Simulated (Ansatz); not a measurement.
**Run record: Co**

System: Co, an experimental structure (space group Fm-3m, primitive cell doubled); the cell holds 2 atoms. The computed pressure is over 10 GPa in size, so the cell is far from the computed equilibrium volume. Source: COD entry 9012934; it may be a high-temperature, high-pressure or metastable form.

These are results of DFT, PBE, PAW, plane waves, scalar-relativistic in Ansatz, not measurements.

Input:

```yaml
crystal:
  lattice:
    - [3.5863, 1.79315, 1.79315]
    - [1.79315, 3.5863, 1.79315]
    - [1.79315, 1.79315, 3.5863]
  atoms:
    - { symbol: Co, position: [0.0, 0.0, 0.0], spin: 0.6 }
    - { symbol: Co, position: [0.5, 0.5, 0.5], spin: 0.6 }
magnetization:
  spin_polarized: true
hamiltonian:
  xc: pbe
  pseudopotentials: { kind: paw }
basis:
  ecutwfc: 420
kpoints:
  mp_grid: { grid: [13, 13, 13] }
scf:
  occupations: { method: fermi_dirac, width: 0.1 }
  lower_state_search: "off"
output:
  forces: true
  stress: true
```

Output (shortened):

```
basis.fft_grid_basis auto: the FFT boxes are laid along the combinations [[1, 0, -1], [0, 1, -1], [0, 0, 1]] of the cell's own vectors, 2.536, 2.536 and 4.392 Å long. The dense box has 18×18×30 points. Along the cell's own vectors, as sized, it would have 30×30×30, 2.78 times as many. [...]
Pseudopotentials: kind: paw
Pseudopotential: Co, paw, valence charge 17, recommended cutoff 420 eV (normal), Co.paw.azcp
Functional definition: PBE
Crystal: 2 atoms, lattice volume = 23.063 Å³
Basis set: ecut = 420 eV, 457 PW (Γ), FFT grids on a1−a3, a2−a3, a3, exchange–correlation on 36×36×60 points (8 copies of the dense FFT grid, shifted against one another)
Bands: 22, of which v1, the nominal top of the filled ones, is band 17 counted from 1 (16 counted from 0)
Symmetry: 24 space group operations
Space group: Fm-3m (ITA 225), of the structure as read, at distance tolerance 2.8e-5 Å
Magnetic group: BNS 225.116 (UNI 1618), of the structure as read, at distance tolerance 2.8e-5 Å
k-points: 231 of 2197
Non-local potential: Co, projectors of the file, l = 0: 3, l = 1: 2, l = 2: 3, l = 3: 1
Initial density: superposition of atomic densities (chi_scale 0.1, normalization cell)
Starting moments: Σ|m| = 1.2 μB on 2 of 2 sites
Initial wavefunctions: pseudopotential atomic-orbital guess
Functional: x = pbe(κ = 0.804, μ = 0.2195149727645171), c = pbe(β = 0.06672455060314922)
iter 1 solved again at ethr=6.44e-4 eV; its pass at ethr=3.10e-3 eV (dr2=2.19e-1 eV) is discarded
SCF iter   1: F=—  HF=-10251.915093 eV  |F-HF|=—  |Δ(HF+E_count)|=         —  Δρ=5.48e-2 (↑1.51e-2 ↓5.48e-2)  dr2=2.19e-1  dr2_m=2.29e-1  M=1.423 μB ∫|m|=1.448 μB  β_m=1.00  ethr=6.44e-4  ⟨swp⟩=1.0  Hψ=50909  notcnv=0
preconditioner: auto → none  [metal: Δε(μ)=0.003 eV  Ē_g=7.282 eV  σ=0.100 eV  W_gap=0.01  n_scr=8 (ndim 8)  ℏωp=32.8 eV  f_vac=0.000  D(μ)=5.38/eV (n_scr^D=110)  sad-step TF]
SCF iter   2: F=—  HF=-10251.857790 eV  |F-HF|=—  |Δ(HF+E_count)|=   5.73e-2  Δρ=3.01e-2 (↑1.82e-2 ↓3.01e-2)  dr2=2.28e-2  dr2_m=1.17e-1  M=1.676 μB ∫|m|=1.754 μB  β_m=1.00  ethr=6.44e-4  ⟨swp⟩=2.0  Hψ=13702  notcnv=0
SCF iter   3: F=—  HF=-10251.854192 eV  |F-HF|=—  |Δ(HF+E_count)|=   3.60e-3  Δρ=2.42e-2 (↑2.17e-2 ↓2.42e-2)  dr2=2.38e-3  dr2_m=1.11e-1  M=1.951 μB ∫|m|=2.050 μB  β_m=1.00  ethr=6.70e-5  ⟨swp⟩=2.6  Hψ=16554  notcnv=0
SCF iter   4: F=—  HF=-10251.878338 eV  |F-HF|=—  |Δ(HF+E_count)|=   2.41e-2  Δρ=2.50e-2 (↑2.50e-2 ↓2.27e-2)  dr2=1.07e-3  dr2_m=1.20e-1  M=2.246 μB ∫|m|=2.360 μB  β_m=1.00  ethr=6.99e-6  ⟨swp⟩=2.0  Hψ=19858  notcnv=0
SCF iter   5: F=—  HF=-10251.917414 eV  |F-HF|=—  |Δ(HF+E_count)|=   3.91e-2  Δρ=2.55e-2 (↑2.55e-2 ↓2.27e-2)  dr2=1.75e-3  dr2_m=1.22e-1  M=2.541 μB ∫|m|=2.671 μB  β_m=1.00  ethr=3.16e-6  ⟨swp⟩=2.0  Hψ=18685  notcnv=0
SCF iter   6: F=—  HF=-10251.964044 eV  |F-HF|=—  |Δ(HF+E_count)|=   4.66e-2  Δρ=2.25e-2 (↑2.06e-2 ↓2.25e-2)  dr2=4.30e-4  dr2_m=9.78e-2  M=2.802 μB ∫|m|=2.951 μB  β_m=1.00  ethr=3.16e-6  ⟨swp⟩=2.0  Hψ=18845  notcnv=0
SCF iter   7: F=—  HF=-10252.019573 eV  |F-HF|=—  |Δ(HF+E_count)|=   5.55e-2  Δρ=1.90e-2 (↑1.46e-2 ↓1.90e-2)  dr2=2.60e-3  dr2_m=5.93e-2  M=2.998 μB ∫|m|=3.168 μB  β_m=1.00  ethr=1.27e-6  ⟨swp⟩=2.1  Hψ=19887  notcnv=0
SCF iter   8: F=—  HF=-10252.079993 eV  |F-HF|=—  |Δ(HF+E_count)|=   6.04e-2  Δρ=1.18e-2 (↑1.12e-2 ↓1.18e-2)  dr2=4.01e-4  dr2_m=2.74e-2  M=3.122 μB ∫|m|=3.315 μB  β_m=1.00  ethr=1.27e-6  ⟨swp⟩=2.0  Hψ=18850  notcnv=0
SCF iter   9: F=—  HF=-10252.137320 eV  |F-HF|=—  |Δ(HF+E_count)|=   5.73e-2  Δρ=8.78e-3 (↑8.78e-3 ↓7.40e-3)  dr2=1.99e-3  dr2_m=1.09e-2  M=3.190 μB ∫|m|=3.407 μB  β_m=0.30  ethr=1.18e-6  ⟨swp⟩=2.0  Hψ=18906  notcnv=0
Mixer restart at iter 9: flushing history
spin-set hold released at iteration 9 (site moments contracting): the magnetisation degrees of freedom join the quasi-Newton model from the next iteration; the mixer history was flushed
SCF iter  10: F=—  HF=-10252.195328 eV  |F-HF|=—  |Δ(HF+E_count)|=   5.80e-2  Δρ=1.02e-2 (↑9.25e-3 ↓1.02e-2)  dr2=1.18e-3  dr2_m=1.83e-2  M=3.231 μB ∫|m|=3.465 μB  β_m=0.54  ethr=1.18e-6  ⟨swp⟩=2.0  Hψ=18853  notcnv=0
SCF iter  11: F=—  HF=-10252.276432 eV  |F-HF|=—  |Δ(HF+E_count)|=   8.11e-2  Δρ=1.36e-2 (↑1.36e-2 ↓2.37e-3)  dr2=2.92e-2  dr2_m=7.26e-3  M=3.327 μB ∫|m|=3.624 μB  β_m=0.58  ethr=1.18e-6  ⟨swp⟩=3.2  Hψ=24507  notcnv=0
SCF iter  12: F=—  HF=-10252.275945 eV  |F-HF|=—  |Δ(HF+E_count)|=   4.87e-4  Δρ=1.10e-2 (↑2.94e-3 ↓1.10e-2)  dr2=2.36e-2  dr2_m=3.76e-3  M=3.370 μB ∫|m|=3.681 μB  β_m=0.52  ethr=1.18e-6  ⟨swp⟩=3.4  Hψ=28084  notcnv=0
SCF iter  13: F=—  HF=-10252.272610 eV  |F-HF|=—  |Δ(HF+E_count)|=   3.34e-3  Δρ=5.09e-3 (↑8.77e-4 ↓5.09e-3)  dr2=4.20e-3  dr2_m=1.04e-3  M=3.364 μB ∫|m|=3.678 μB  β_m=0.76  ethr=1.18e-6  ⟨swp⟩=2.0  Hψ=20057  notcnv=0
SCF iter  14: F=—  HF=-10252.271955 eV  |F-HF|=—  |Δ(HF+E_count)|=   6.54e-4  Δρ=1.04e-3 (↑1.64e-4 ↓1.04e-3)  dr2=1.67e-4  dr2_m=4.55e-5  M=3.362 μB ∫|m|=3.681 μB  β_m=0.75  ethr=1.18e-6  ⟨swp⟩=2.0  Hψ=17743  notcnv=0
SCF iter  15: F=—  HF=-10252.271926 eV  |F-HF|=—  |Δ(HF+E_count)|=   2.92e-5  Δρ=1.10e-4 (↑2.26e-5 ↓1.10e-4)  dr2=1.83e-6  dr2_m=5.10e-7  M=3.362 μB ∫|m|=3.682 μB  β_m=0.86  ethr=4.92e-7  ⟨swp⟩=2.1  Hψ=13775  notcnv=0
SCF iter  16: F=—  HF=-10252.271938 eV  |F-HF|=—  |Δ(HF+E_count)|=   1.21e-5  Δρ=1.80e-5 (↑4.85e-6 ↓1.80e-5)  dr2=1.50e-8  dr2_m=2.24e-8  M=3.362 μB ∫|m|=3.682 μB  β_m=0.93  ethr=2.94e-10  ⟨swp⟩=2.9  Hψ=41534  notcnv=0
SCF iter  17: F=-10252.271938 eV  HF=-10252.271938 eV  |F-HF|=8.51e-10  |Δ(HF+E_count)|=   6.73e-8  Δρ=3.25e-6 (↑3.23e-6 ↓3.25e-6)  dr2=1.98e-9  dr2_m=1.16e-10  M=3.362 μB ∫|m|=3.682 μB  ethr=4.42e-11  ⟨swp⟩=1.4  Hψ=30837  notcnv=0
SCF 1 converged in 17 iterations: F = -10252.271938 eV  dr2 = 1.98e-9
  greatest PAW one-centre occupation: 1.001 electrons in one spin orbital (limit 2), on the Co atom at site 1 (counted from 0), in its partial waves of l = 1
SCF converged after 17 iterations
Magnetization: 3.3620 μB (18.6810 up, 15.3190 down)
Absolute magnetization: 3.6828 μB (∫|ρ↑−ρ↓|, with the PAW one-centre terms)
Spin contamination: 0.0584 ħ² per cell (⟨S²⟩ above its minimum at these occupations)
Per-site moments (μB) at R_I (Å): [(1.7539, 1.0460), (1.7539, 1.0460)]
Free energy (F): -10252.271938 eV
Harris-Foulkes:  -10252.271938 eV  (|F-HF|=8.51e-10)
Internal energy: -10252.194217 eV  (E = F + TS)
E sigma→0 (E₀):  -10252.233077 eV
Entropy (-TS):   -0.077721 eV (-38.861 meV/atom)
Fermi energy:    17.485259 eV
--- Per-component energies (eV) ---
  E_band       = -530.501871
  E_kinetic    = 903.487807
  E_local      = -5837.238004  (includes V_loc(G=0)·N_el)
  E_nonlocal   = 908.841175
  E_hartree    = 2439.688504
  E_xc         = -316.656959
  E_vxc        = -408.522876  (∫ρ·V_xc dr)
  E_paw        = -3030.100449  (= ΣΔE_a)
  E_vpaw       = -976.450616  (= ΣTr[D̂ρ^β])
  E_aug_tail   = 0.000161  (compensation charges beyond the density's cutoff)
  E_ewald      = -5320.216451
  E_smearing   = -0.077721  (= −TS)
  E_closure    = 0.000000  (closes the sum)
  Σ components = -10252.271938   (vs F -10252.271938, Δ=0.00e0)
--- Forces (eV/Å), atoms counted from 1 ---
  atom   1  Co     0.00000000     0.00000000     0.00000000
  atom   2  Co     0.00000000     0.00000000     0.00000000
  max |Σ_I F_I| component: 7.15e-29 eV/Å
--- Stress (GPa, compression-positive) ---
      -10.190621       0.107985       0.107985
        0.107985     -10.190621       0.107985
        0.107985       0.107985     -10.190621
  P = ⅓ Tr σ = -10.1906 GPa (-101.906 kbar)
```

Among 11 converged runs of this cell from various starts and settings, this end is the lowest found.

The run took 9.4 s on 2 threads of x86-64 server CPU, with other jobs on the host, peak memory 0.48 GiB.
